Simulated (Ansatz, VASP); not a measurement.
**Two plane-wave programs on C**

```
C
1.0
     2.39212    0.00000    0.00000
    -1.19606    2.07163    0.00000
     0.00000    0.00000    8.09697
C
8
Direct
  0.00000 0.00000 0.09297
  0.00000 0.00000 0.59297
  0.00000 0.00000 0.40703
  0.00000 0.00000 0.90703
  0.33333 0.66667 0.15553
  0.66667 0.33333 0.65553
  0.33333 0.66667 0.34447
  0.66667 0.33333 0.84447
```

Change from the starting cell: strain -0.050 along x and y, -0.025 along z, atoms carried along.

Alike in both runs: task single point; functional PBE; k mesh 12 × 12 × 4; occupations gaussian, width 0.05 eV; no spin polarisation.

|  | VASP | Ansatz |
| --- | --- | --- |
| version | VASP 6.6.1 | Ansatz 0.2.0 |
| potentials or method | VASP PAW PBE potentials, release 64 (C) | scalar-relativistic, plane waves, PAW |
| plane-wave cutoff (eV) | 520 | 420 |
| valence electrons in the cell | 32 | 32 |

VASP gave:

- gap on the k mesh at the Fermi level (eV): 4.95
- least direct gap on the mesh (eV): 5.08
- pressure (GPa): 71.7
- largest component of the traceless stress (GPa): 27.48
- rms of the force components (eV/Å): 0.190

What did Ansatz give for the same quantities?

gap on the k mesh at the Fermi level (eV): 4.96; least direct gap on the mesh (eV): 5.09; pressure (GPa): 70.5; largest component of the traceless stress (GPa): 27.29; rms of the force components (eV/Å): 0.184.

Atom by atom the forces differ by 0.007 eV/Å (rms over components).

Caveats: the cell as given lies far from equilibrium; so large a pressure means that the cell lies far from this level's equilibrium, or that cutoff or potentials fall short (VASP).
